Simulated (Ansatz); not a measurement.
**Li2S with a defect (Li vacancy): a single-point run**

The task is a single point on Li2S with a defect (Li vacancy) that gives the gradients at the nuclei.

The COD entry's cell or inner coordinates are ideal or old and differ from later refinements, so a difference from it is no clean test against experiment.

Method: DFT, PBE, plane-wave PAW, default files, scalar-relativistic, in Ansatz 0.2.0.

## Step 1: The starting structure

The structure is cubic, space group F-43m (No. 216). Conventional cell: a = 11.378 Å, b = 11.378 Å, c = 11.378 Å, α = 90.00°, β = 90.00°, γ = 90.00°. Around Li (site symmetry 2mm) lie 4 S at 2.46 Å. Li (site symmetry -43m) is surrounded by 4 S at 2.46 Å. Around S (site symmetry 3m) lie 7 Li at 2.46 Å. Around S (site symmetry 3m) lie 8 Li at 2.46 Å.

The input asks for a charge of -1 e on the cell.

As a file:

```cif
data_structure
_symmetry_space_group_name_H-M 'P 1'
_symmetry_Int_Tables_number 1
_cell_length_a 8.0455
_cell_length_b 8.0455
_cell_length_c 8.0455
_cell_angle_alpha 60.000
_cell_angle_beta 60.000
_cell_angle_gamma 60.000
_cell_volume 368.25
loop_
_atom_site_label
_atom_site_type_symbol
_atom_site_fract_x
_atom_site_fract_y
_atom_site_fract_z
_atom_site_occupancy
Li1 Li 0.12500 0.12500 0.62500 1
Li2 Li 0.12500 0.62500 0.12500 1
Li3 Li 0.12500 0.62500 0.62500 1
Li4 Li 0.62500 0.12500 0.12500 1
Li5 Li 0.62500 0.12500 0.62500 1
Li6 Li 0.62500 0.62500 0.12500 1
Li7 Li 0.62500 0.62500 0.62500 1
Li8 Li 0.37500 0.37500 0.37500 1
Li9 Li 0.37500 0.37500 0.87500 1
Li10 Li 0.37500 0.87500 0.37500 1
Li11 Li 0.37500 0.87500 0.87500 1
Li12 Li 0.87500 0.37500 0.37500 1
Li13 Li 0.87500 0.37500 0.87500 1
Li14 Li 0.87500 0.87500 0.37500 1
Li15 Li 0.87500 0.87500 0.87500 1
S1 S 0.00000 0.00000 0.00000 1
S2 S 0.00000 0.00000 0.50000 1
S3 S 0.00000 0.50000 0.00000 1
S4 S 0.00000 0.50000 0.50000 1
S5 S 0.50000 0.00000 0.00000 1
S6 S 0.50000 0.00000 0.50000 1
S7 S 0.50000 0.50000 0.00000 1
S8 S 0.50000 0.50000 0.50000 1
```

## Step 2: The run

File input.yaml:

```yaml
crystal:
  lattice:
    - [0.0, 5.689, 5.689]
    - [5.689, 0.0, 5.689]
    - [5.689, 5.689, 0.0]
  atoms:
    - { symbol: Li, position: [0.125, 0.125, 0.625] }
    - { symbol: Li, position: [0.125, 0.625, 0.125] }
    - { symbol: Li, position: [0.125, 0.625, 0.625] }
    - { symbol: Li, position: [0.625, 0.125, 0.125] }
    - { symbol: Li, position: [0.625, 0.125, 0.625] }
    - { symbol: Li, position: [0.625, 0.625, 0.125] }
    - { symbol: Li, position: [0.625, 0.625, 0.625] }
    - { symbol: Li, position: [0.375, 0.375, 0.375] }
    - { symbol: Li, position: [0.375, 0.375, 0.875] }
    - { symbol: Li, position: [0.375, 0.875, 0.375] }
    - { symbol: Li, position: [0.375, 0.875, 0.875] }
    - { symbol: Li, position: [0.875, 0.375, 0.375] }
    - { symbol: Li, position: [0.875, 0.375, 0.875] }
    - { symbol: Li, position: [0.875, 0.875, 0.375] }
    - { symbol: Li, position: [0.875, 0.875, 0.875] }
    - { symbol: S, position: [0.0, 0.0, 0.0] }
    - { symbol: S, position: [0.0, 0.0, 0.5] }
    - { symbol: S, position: [0.0, 0.5, 0.0] }
    - { symbol: S, position: [0.0, 0.5, 0.5] }
    - { symbol: S, position: [0.5, 0.0, 0.0] }
    - { symbol: S, position: [0.5, 0.0, 0.5] }
    - { symbol: S, position: [0.5, 0.5, 0.0] }
    - { symbol: S, position: [0.5, 0.5, 0.5] }
total_charge: -1
kpoints:
  mp_grid: { grid: [3, 3, 3] }
scf:
  occupations: { method: fermi_dirac, width: 0.01 }
  max_iter: 50
hamiltonian:
  xc: pbe
  pseudopotentials: { kind: paw }
output:
  forces: true
  stress: true
  populations: true
  efg:
    quadrupole_moments_barn: { Li: -0.0401, S: -0.0694 }
    contact_densities: true
magnetization:
  spin_polarized: true
  initial_magnetization: 15
```

Launch:

```
> ansatz run input.yaml --threads 1 --pin off --max-ram 2560MiB --backend cpu --events-out ev --progress --plain --runs-dir out
```

**Question.** How will this run end, and is anything wrong with its input?

This run ends as converged, with warnings (seeded moment not kept). Its log warns: «the starting moments were not kept: the SCF closed with an absolute magnetisation of 1.5e-5 μB, where they sum to 15 μB in size (23 sites) ...»

The suspect setting: magnetization.spin_polarized is true; magnetization.initial_magnetization is 15. What could go wrong: unrealistic starting moment. The run ends with a total moment of 0.00 μB. It still converged here, which does not make the setting sound.

The test: delete magnetization.spin_polarized and magnetization.initial_magnetization (the default then holds).
